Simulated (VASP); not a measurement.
Here is a VASP 6.6.1 calculation.

INCAR

```
SYSTEM = NiO
  ALGO = Normal
  EDIFF = 1E-6
  EDIFFG = -0.01
  ENCUT = 600
  GGA = RP
  IBRION = 2
  ISIF = 3
  ISMEAR = -1
  ISPIN = 2
  IVDW = 13
  LASPH = .True.
  LCHARG = .False.
  LMAXMIX = 4
  LORBIT = 11
  LREAL = .False.
  LWAVE = .False.
  MAGMOM = 1 0
  NELM = 100
  NSW = 60
  PREC = Accurate
  SIGMA = 0.05
```

File KPOINTS:

```
k-points
0
Gamma
  11 11 11
  0 0 0
```

POSCAR

```
NiO
1.0
    0.0000000000      2.0859016414      2.0859016414
    2.0859016414      0.0000000000      2.0859016414
    2.0859016414      2.0859016414      0.0000000000
Ni O
1 1
Direct
    0.0000000000      0.0000000000      0.0000000000
    0.5000000000      0.5000000000      0.5000000000
```

Potentials or basis: VASP PAW PBE potentials, release 64 (Ni, O).

The run is started by

```console
$ cat potpaw_PBE.64/Ni/POTCAR potpaw_PBE.64/O/POTCAR > POTCAR
$ mpirun -np 1 vasp_std > vasp.out
```

Q: What does it give for the band gap on the k mesh?

A: None (metal or under the smearing width).

Q: Predict the relaxed cell.

A: a = 2.988 Å, b = 2.988 Å, c = 2.988 Å, α = 60.00°, β = 60.00°, γ = 60.00°.

Q: What does it give for the net moment?

A: 1.87 μB per cell.

Final structure:
```xyz
2
Lattice="0.0000 2.1128 2.1128 2.1128 0.0000 2.1128 2.1128 2.1128 0.0000" Properties=species:S:1:pos:R:3 pbc="T T T"
Ni    0.0000    0.0000    0.0000
O     2.1128    2.1128    2.1128
```

Caveat: a cell with one magnetic atom can't hold antiferromagnetic order, which such compounds often take; semilocal functionals often make such compounds metallic where correlation or magnetic order opens a gap, which also shifts bond lengths. Zero-point motion and thermal expansion aren't in these numbers.
